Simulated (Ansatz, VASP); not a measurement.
**Ge: VASP beside Ansatz**

The input INCAR:

```
PREC = Accurate ; ENCUT = 520
EDIFF = 1E-6 ; ISMEAR = -1
SIGMA = 0.05 ; LREAL = F
LASPH = T ; NELM = 60
ALGO = Normal ; ISIF = 2
LWAVE = F ; LCHARG = F
GGA = CA ; NBANDS = 21
```

KPOINTS

```
regular mesh
0
Gamma
  10 10 6
```

Contents of POSCAR:

```
Ge
1.0
    1.5076348143     -2.6288341784      0.0000000000
    1.5076348143      2.6288341784      0.0000000000
    0.0000000000      0.0000000000      4.7898081321
Ge
2
Direct
    0.3334466300      0.6665533700      0.2500000000
    0.6665533700      0.3334466300      0.7500000000
```

Contents of input.yaml:

```yaml
crystal:
  lattice:
    - [1.5076348143, -2.6288341784, 0.0]
    - [1.5076348143, 2.6288341784, 0.0]
    - [0.0, 0.0, 4.7898081321]
  atoms:
    - { symbol: Ge, position: [0.33344663, 0.66655337, 0.25] }
    - { symbol: Ge, position: [0.66655337, 0.33344663, 0.75] }
hamiltonian:
  xc: lda
  pseudopotentials: { kind: paw }
kpoints:
  mp_grid: { grid: [10, 10, 6] }
scf:
  occupations: { method: fermi_dirac, width: 0.05 }
output:
  forces: true
  stress: true
  eigenvalues: true
  write_density: true
  write_potential: true
  elf: true
  volumetric_format: npy
```

This isn't the form of Ge at room conditions, which is diamond.

Alike in both runs: task single point; functional LDA; k mesh 10 × 10 × 6; occupations fermi-dirac, width 0.05 eV; no spin polarisation.

|  | VASP | Ansatz |
| --- | --- | --- |
| version | VASP 6.6.1 | Ansatz 0.2.0 |
| potentials or method | VASP PAW LDA potentials, release 64 (Ge_d) | Ansatz PAW |
| plane-wave cutoff (eV) | 520 | 420 |
| valence electrons in the cell | 28 | 28 |

```tsv
	VASP	Ansatz	Ansatz less VASP
gap on the k mesh at the Fermi level (eV)	none	none	-
pressure (GPa)	-4.0	-3.9	+0.08
largest component of the traceless stress (GPa)	1.33	1.32	-0.007
```

A gap of «none» marks a metal or a gap that the smearing closes.

Caveats: the PAW data sets come from PBE, with cores solved anew for the run's functional, which leaves a small shift of forces and pressure (Ansatz).
